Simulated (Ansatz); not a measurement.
Input for Ansatz (plane-wave DFT, PAW):

```yaml
crystal:
  lattice:
    - [4.002287, 0.0, 0.0]
    - [0.0, 4.002287, 0.0]
    - [0.0, 0.0, 4.002287]
  atoms:
    - { symbol: Te, position: [0.5936964291, 0.5, 0.5] }
    - { symbol: Pb, position: [0.0, 0.0, 0.0] }
basis:
  ecutwfc: 420
kpoints:
  mp_grid: { grid: [10, 10, 10] }
hamiltonian:
  xc: pbesol
scf:
  occupations: { method: gaussian, width: 0.1 }
output:
  forces: true
  stress: true
  eigenvalues: true
```

Run as
```bash
ansatz run input.yaml --threads 1 --pin off --max-ram 1331MiB --backend cpu --events-out ev --progress --plain --runs-dir out
```

Level of theory: Ansatz, DFT PBEsol, scalar-relativistic, plane waves, PAW.

Abridged output:

```
Pseudopotentials: kind: paw
Pseudopotential: Te, paw, valence charge 16, recommended cutoff 420 eV (normal)
Pseudopotential: Pb, paw, valence charge 14, recommended cutoff 420 eV (normal)
Functional definition: PBEsol
Crystal: 2 atoms, lattice volume = 64.110 Å³
Basis set: ecut = 420 eV, 1237 PW (Γ), exchange–correlation on 54×54×54 points (8 copies of the dense FFT grid, shifted against one another)
Bands: 19, of which v1, the nominal top of the filled ones, is band 15 counted from 1 (14 counted from 0)
Symmetry: 8 space group operations
Space group: P4mm (ITA 99), of the structure as read, at distance tolerance 4.0e-5 Å
k-points: 126 of 1000 (time reversal used)
Initial density: superposition of atomic densities (neutral atoms: chi_scale 0, normalization atom), corrected by the library's trained network
Initial wavefunctions: pseudopotential atomic-orbital guess
Functional: x = pbesol(κ = 0.804, μ = 0.12345679), c = pbesol(β = 0.046)
SCF iter   1: F=—  HF=-18656.797780 eV  |F-HF|=—  |Δ(HF+E_count)|=         —  Δρ=2.53e-3  dr2=6.56e-3  ethr=1.77e-3  ⟨swp⟩=6.2  Hψ=12193  notcnv=0
SCF iter   2: F=—  HF=-18656.794762 eV  |F-HF|=—  |Δ(HF+E_count)|=   3.02e-3  Δρ=1.48e-3  dr2=2.17e-3  ethr=2.19e-5  ⟨swp⟩=2.4  Hψ=4359  notcnv=0
SCF iter   3: F=—  HF=-18656.794391 eV  |F-HF|=—  |Δ(HF+E_count)|=   3.70e-4  Δρ=3.45e-4  dr2=7.71e-5  ethr=7.24e-6  ⟨swp⟩=2.0  Hψ=3659  notcnv=0
SCF iter   4: F=—  HF=-18656.794381 eV  |F-HF|=—  |Δ(HF+E_count)|=   9.72e-6  Δρ=1.26e-4  dr2=1.82e-5  ethr=2.57e-7  ⟨swp⟩=2.1  Hψ=4148  notcnv=0
SCF iter   5: F=—  HF=-18656.794381 eV  |F-HF|=—  |Δ(HF+E_count)|=   6.67e-7  Δρ=3.78e-5  dr2=1.75e-6  ethr=6.07e-8  ⟨swp⟩=2.0  Hψ=2799  notcnv=0
SCF iter   6: F=—  HF=-18656.794381 eV  |F-HF|=—  |Δ(HF+E_count)|=   2.95e-8  Δρ=1.46e-5  dr2=1.55e-7  ethr=5.82e-9  ⟨swp⟩=3.0  Hψ=4335  notcnv=0
SCF iter   7: F=-18656.794381 eV  HF=-18656.794381 eV  |F-HF|=2.38e-9  |Δ(HF+E_count)|=   5.04e-8  Δρ=3.39e-6  dr2=1.13e-8  ethr=3.33e-10  ⟨swp⟩=6.1  Hψ=11265  notcnv=0
SCF 1 converged in 7 iterations: F = -18656.794381 eV  dr2 = 1.13e-8
SCF converged after 7 iterations
Free energy (F): -18656.794381 eV
Harris-Foulkes:  -18656.794381 eV  (|F-HF|=2.38e-9)
Internal energy: -18656.788932 eV  (E = F + TS)
E sigma→0 (E₀):  -18656.791656 eV
Entropy (-TS):   -0.005449 eV (-2.724 meV/atom)
Fermi energy:    9.365548 eV
--- Per-component energies (eV) ---
  E_band       = -298.757767
  E_kinetic    = 468.030563
  E_local      = -2237.267186  (includes V_loc(G=0)·N_el)
  E_nonlocal   = 44.058244
  E_hartree    = 1188.157953
  E_xc         = -342.442962
  E_vxc        = -236.846905  (∫ρ·V_xc dr)
  E_paw        = -14838.852137  (= ΣΔE_a)
  E_vpaw       = -713.047232  (= ΣTr[D̂ρ^β])
  E_aug_tail   = -0.000165  (compensation charges beyond the density's cutoff)
  E_ewald      = -2938.910175
  E_core_change = 0.436932  (= ΣΔE_core)
  E_smearing   = -0.005449  (= −TS)
--- Forces (eV/Å), atoms counted from 1 ---
  atom   1  Te     0.06116357     0.00000000     0.00000000
  atom   2  Pb    -0.06116766     0.00000000     0.00000000
--- Stress (GPa, compression-positive) ---
       -1.207553       0.000000       0.000000
        0.000000      -1.580702       0.000000
        0.000000       0.000000      -1.580702
  P = ⅓ Tr σ = -1.4563 GPa (-14.563 kbar)
--- Band table (eV; the first three rows and the last of 126) ---
  k-point 0: bands = ["-26.8230", "-26.8217", "-26.8117", "-26.8117", "-26.8101", "-7.5600", "-7.5531", "-7.4775", "-7.4775", "-7.4728", "-2.8294", "2.7833", "7.7749", "7.7749", "8.1036", "12.4630", "13.4015", "14.8237", "14.8237"]
  k-point 1: bands = ["-26.8227", "-26.8218", "-26.8118", "-26.8117", "-26.8100", "-7.5586", "-7.5471", "-7.4803", "-7.4775", "-7.4752", "-2.7478", "2.6015", "7.6915", "7.8668", "8.1932", "12.5655", "13.6268", "14.4061", "14.5334"]
  k-point 2: bands = ["-26.8221", "-26.8220", "-26.8121", "-26.8117", "-26.8097", "-7.5570", "-7.5297", "-7.4875", "-7.4828", "-7.4763", "-2.5086", "2.0936", "7.6356", "8.1337", "8.4320", "12.6270", "12.8279", "13.7953", "14.8254"]
  k-point 125: bands = ["-26.8236", "-26.8169", "-26.8135", "-26.8135", "-26.8040", "-7.5386", "-7.5323", "-7.5323", "-7.4430", "-7.4363", "-0.3274", "2.2841", "6.4896", "6.4896", "7.0192", "8.4477", "8.9683", "8.9683", "22.4568"]
```

Self-consistency was reached.

Spin–orbit coupling is left out, which can shift energies with elements as heavy as these.